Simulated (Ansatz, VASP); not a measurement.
# Br in VASP and in Ansatz

Contents of INCAR:

```
SYSTEM = Br
PREC = Accurate
ENCUT = 520
EDIFF = 1E-6
ISMEAR = -1
SIGMA = 0.05
LREAL = .FALSE.
LASPH = .TRUE.
NELM = 100
ALGO = Normal
ISIF = 2
LWAVE = .FALSE.
LCHARG = .FALSE.
GGA = PE
NBANDS = 22
```

The input KPOINTS:

```
Automatic mesh
0
G
  7 7 3
  0 0 0
```

POSCAR

```
Br
1.0
    3.3177951036     -2.2911603413      0.0000000000
    3.3177951036      2.2911603413      0.0000000000
    0.0000000000      0.0000000000      8.5846869338
Br
4
Direct
    0.3651000000      0.6349000000      0.3901000000
    0.1349000000      0.8651000000      0.8901000000
    0.6349000000      0.3651000000      0.6099000000
    0.8651000000      0.1349000000      0.1099000000
```

File input.yaml:

```yaml
crystal:
  lattice:
    - [3.3177951036, -2.2911603413, 0.0]
    - [3.3177951036, 2.2911603413, 0.0]
    - [0.0, 0.0, 8.5846869338]
  atoms:
    - { symbol: Br, position: [0.3651, 0.6349, 0.3901] }
    - { symbol: Br, position: [0.1349, 0.8651, 0.8901] }
    - { symbol: Br, position: [0.6349, 0.3651, 0.6099] }
    - { symbol: Br, position: [0.8651, 0.1349, 0.1099] }
hamiltonian:
  xc: pbe
  pseudopotentials: { kind: paw }
kpoints:
  mp_grid: { grid: [7, 7, 3] }
scf:
  occupations: { method: fermi_dirac, width: 0.05 }
output:
  forces: true
  stress: true
  eigenvalues: true
```

Alike in both runs: task single point; functional PBE; k mesh 7 × 7 × 3; occupations fermi-dirac, width 0.05 eV; no spin polarisation.

|  | VASP | Ansatz |
| --- | --- | --- |
| version | VASP 6.6.1 | Ansatz 0.2.0 |
| potentials or method | VASP PAW PBE potentials, release 64 (Br) | Ansatz PAW |
| plane-wave cutoff (eV) | 520 | 420 |
| valence electrons in the cell | 28 | 28 |

|  | VASP | Ansatz | Ansatz less VASP |
| --- | --- | --- | --- |
| gap on the k mesh at the Fermi level (eV) | 2.04 | 2.03 | -0.001 |
| least direct gap on the mesh (eV) | 2.05 | 2.05 | -0.001 |
| pressure (GPa) | 3.3 | 3.2 | -0.03 |
| largest component of the traceless stress (GPa) | 2.40 | 2.36 | -0.033 |
| rms of the force components (eV/Å) | 0.799 | 0.790 | -0.0084 |

Atom by atom the forces differ by 0.008 eV/Å (rms over components).

Caveats: forces of over 1 eV/Å show positions far from the minimum, so gaps and moduli don't describe the material at rest; an odd mesh through Γ misses points on the zone boundary, where band edges often lie (VASP); odd divisions of the mesh miss points on the zone boundary, where band edges often lie, so the gap on the mesh can be too wide (Ansatz).
